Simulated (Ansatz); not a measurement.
**FeO (Wuestite) under changes of volume**

One of the cells (10.067 Å³/atom); the others are scaled copies at fixed shape and fractional positions:

```
Fe O
1.0
     1.51882    0.87689    2.51958
    -1.51882    0.87689    2.51958
     0.00000   -1.75378    2.51958
Fe O
1 1
Direct
  0.00000 0.00000 0.00000
  0.50000 0.50000 0.50000
```

```yaml
Program: Ansatz 0.2.0
Functional: PBE
Potentials_or_basis: all-electron LAPW, scalar-relativistic
Cutoff: 376 eV (chosen from the basis error)
Basis_error_allowed: 0.0005 eV/atom
k_mesh: 11 × 11 × 11
Occupations: fermi-dirac, width 0.05 eV
Spin: collinear spin, ferromagnetic start
Starting_moments: "[3.0, 0.0] μB"
```

```csv
volume (Å³/atom),energy over the lowest point (meV/atom),pressure (GPa)
9.463,17.70,11.5
9.664,?,?
9.866,0.65,2.5
10.067,0.00,-1.3
10.268,3.85,-4.7
10.470,11.76,-7.7
10.671,23.29,-10.4
```

What does the run at 9.664 Å³/atom give?

Energy over the lowest point 6.34 meV/atom; pressure 6.8 GPa.

Worked out: A Birch-Murnaghan fit of order 3 (a polynomial in V^(-2/3)) to the other rows has its minimum at 9.99 Å³/atom with B0 = V·E''(V) = 186 GPa and B' = 4.5 at fixed shape and positions, which overstates the stiffness. It gives 6.38 meV/atom at 9.664 Å³/atom, against the run's 6.34, and -dE/dV = 6.7 GPa, against 6.8.

Energies are extrapolated to zero smearing.

Caveats: a cell with one magnetic atom can't hold antiferromagnetic order, which such compounds often take.
